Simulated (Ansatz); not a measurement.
Crystal: ZnSe (Stilleite).

```
CELL_PARAMETERS angstrom
0.00000 2.83380 2.83380
2.83380 0.00000 2.83380
2.83380 2.83380 0.00000
ATOMIC_POSITIONS crystal
Se 0.75000 0.75000 0.75000
Zn 0.00000 0.00000 0.00000
```

| Item | Value |
| --- | --- |
| Program | Ansatz 0.2.0 |
| Task | relaxation of cell and atoms |
| Functional | LDA |
| Potentials or basis | all-electron LAPW, scalar-relativistic |
| Basis error allowed | 0.001 eV/atom |
| k mesh | 8 × 8 × 8 |
| Occupations | fermi-dirac, width 0.05 eV |
| Spin | no spin polarisation |

At the start: volume 22.76 Å³/atom.

Q: Where does the relaxation end?

A: Over 5 steps the energy falls by 13.0 meV/atom and the volume is 21.58 Å³/atom (-5.2 %); space group F-43m (No. 216, to 0.05 Å).

The path:
| step | energy change (eV) | largest force (eV/Å) | volume (Å³) |
| --- | --- | --- | --- |
| 1 | 0.0000 | 0.0000 | 45.51 |
| 2 | -0.0246 | 0.0000 | 43.69 |
| 3 | -0.0261 | 0.0000 | 43.10 |
| 4 | -0.0261 | 0.0000 | 43.16 |
| 5 | -0.0261 | 0.0000 | 43.16 |

Final structure:
```
Se Zn
1.0
     0.00000    2.78405    2.78405
     2.78405    0.00000    2.78405
     2.78405    2.78405    0.00000
Se Zn
1 1
Direct
  0.75000 0.75000 0.75000
  0.00000 0.00000 0.00000
```
